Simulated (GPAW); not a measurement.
Runs of GPAW 26.7.0 on MoS2. Symmetry: P-3m1, No. 164, trigonal system. Conventional cell: a = 3.227 Å, b = 3.227 Å, c = 6.312 Å, α = 90.00°, β = 90.00°, γ = 120.00°. Around Mo (site symmetry -3m) lie 6 S at 2.42 Å. S (site symmetry 3m) is surrounded by 3 Mo at 2.42 Å. Measurements of this composition are mostly on another form, of space group No. 194.

| task | level | potentials or basis | spin | cell | k mesh | smearing | eigensolver | optimizer | fmax | max steps | convergence | gap on the mesh (eV) | pressure (GPa) | largest force (eV/Å) |
| --- | --- | --- | --- | --- | --- | --- | --- | --- | --- | --- | --- | --- | --- | --- |
| relaxation of cell and atoms | BLYP+D4 | PAW data sets generated in the run's folder for this functional, pw | off | relaxed | 9 × 9 × 4 | fermi-dirac 0.05 eV | davidson | BFGS | 0.02 eV/Å | 60 | density=1e-05 forces=0.0001 | none | 0.1 | 0.02 |
| band structure | r2SCAN | GPAW PAW data sets (gpaw-data 1.2.1), pw | SOC, no magnetisation | as given | 7 × 7 × 3 | fermi-dirac 0.05 eV | - | - | - | - | - | - | (b) | 0.08 |
| single point | PBEsol | PAW data sets generated in the run's folder for this functional, pw | off | as given | 9 × 9 × 4 | gaussian 0.05 eV | - | - | - | - | - | none | (a) | 0.03 |
| band structure | r2SCAN | GPAW PAW data sets (gpaw-data 1.2.1), pw | off | as given | 9 × 9 × 4 | fermi-dirac 0.05 eV | - | - | - | - | - | - | 0.1 | 0.10 |

Alike in all rows: cutoff (eV) 600.

**Question.** Fill in the values left out.

**Answer.** (a) -3.6; (b) 0.3.

Caveats: the PAW data sets were made with another functional, which shifts forces and pressure a little (some runs); later steps reuse the first step's grids (some runs); spin-orbit coupling was added after a scalar SCF, so levels and gaps hold it while energy, forces, pressure and moments don't (some runs); this program's spin-orbit splittings come out too wide for heavy elements (some runs); this functional lacks dispersion, which binds the layers, so the pressure and a relaxed spacing across them are unreliable (some runs).

A k mesh can miss the band edges, and rows without SOC leave out spin-orbit coupling on Mo.

A gap of «none» marks a metal or a gap under the smearing width.

Runs at the PBE level aren't shown here.
